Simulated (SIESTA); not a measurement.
**ZnSe (Stilleite) under changes of volume**

One of the cells (22.757 Å³/atom); the others are scaled copies at fixed shape and fractional positions:

```
Se Zn
1.0
     0.00000    2.83380    2.83380
     2.83380    0.00000    2.83380
     2.83380    2.83380    0.00000
Se Zn
1 1
Direct
  0.75000 0.75000 0.75000
  0.00000 0.00000 0.00000
```

```yaml
Program: SIESTA 5.4.2
Functional: PBE
Potentials_or_basis: PseudoDojo 0.4 standard (PBE files, fully relativistic)
Basis: DZP (energy shift 0.003 Ry; two zetas on semicore shells)
Grid_cutoff: 800 Ry
Energy_shift: 0.003 Ry
k_mesh: 6 × 6 × 6
Occupations: fermi-dirac, width 0.05 eV
Spin: non-collinear spin, zero start, spin-orbit coupling
Starting_moments: "[[0.0, 0.0, 0.0], [0.0, 0.0, 0.0]] μB"
```

```csv
volume (Å³/atom),energy over the lowest point (meV/atom),pressure (GPa),gap on the mesh (eV)
21.391,49.57,7.7,1.81
21.846,30.20,5.9,1.69
22.301,15.96,4.1,1.58
22.757,?,?,?
23.212,1.57,1.1,1.36
23.667,0.00,0.0,1.26
24.122,1.51,-1.1,1.17
```

**Question.** What does the run at 22.757 Å³/atom give?

**Answer.** Energy over the lowest point 6.62 meV/atom; pressure 2.5 GPa; gap on the mesh 1.47 eV.

Worked out: A Birch-Murnaghan fit of order 3 (a polynomial in V^(-2/3)) to the other rows has its minimum at 23.66 Å³/atom with B0 = V·E''(V) = 57 GPa and B' = 6.3. It gives 6.72 meV/atom at 22.757 Å³/atom, against the run's 6.62, and -dE/dV = 2.5 GPa, against 2.5. A straight line through the other rows of the gap, of slope -5.35 eV per unit of ln V (its deformation potential), gives 1.47 eV, against the run's 1.47.

Energies are extrapolated to zero smearing.

Caveats: short orbitals over semicore shells can move pressures by several GPa; the valence orbitals were made in a potential fitted to the semicore shell under them, which widens gaps by tenths of an eV or more; the basis of atomic orbitals isn't converged, which shifts pressures, moduli and gaps.

A mesh can miss the band edges.
